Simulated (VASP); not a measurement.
Here is a VASP 6.6.1 calculation.

The input INCAR:

```
SYSTEM = BP
  PREC = Accurate
  ENCUT = 600
  EDIFF = 1E-7
  ISMEAR = 0
  SIGMA = 0.03
  LREAL = .FALSE.
  LASPH = .TRUE.
  NELM = 80
  ALGO = Normal
  ISIF = 3
  LWAVE = .FALSE.
  LCHARG = .FALSE.
  IBRION = 2
  NSW = 90
  EDIFFG = -0.005
```

File KPOINTS:

```
Automatic mesh
0
G
  10 10 10
  0 0 0
```

The input POSCAR:

```
BP                                      
1.0
    0.0000000000      2.2448630182      2.2448630182
    2.2448630182      0.0000000000      2.2448630182
    2.2448630182      2.2448630182      0.0000000000
  B               P             
     1     1
Direct
     0.0000000000000000    0.0000000000000000    0.0000000000000000
     0.2500000000000000    0.2500000000000000    0.2500000000000000
```

Potentials or basis: VASP PAW LDA potentials, release 64 (B, P).

Command:

```sh
$ cat potpaw_LDA.64/B/POTCAR potpaw_LDA.64/P/POTCAR > POTCAR
$ mpirun -np 1 vasp_std > vasp.out
```

(1) What does it give for the band gap on the k mesh?

Answers

(1) 1.15 eV, indirect (least direct gap 3.43 eV).

Caveat: the relaxation stopped at its first step, so nothing moved.
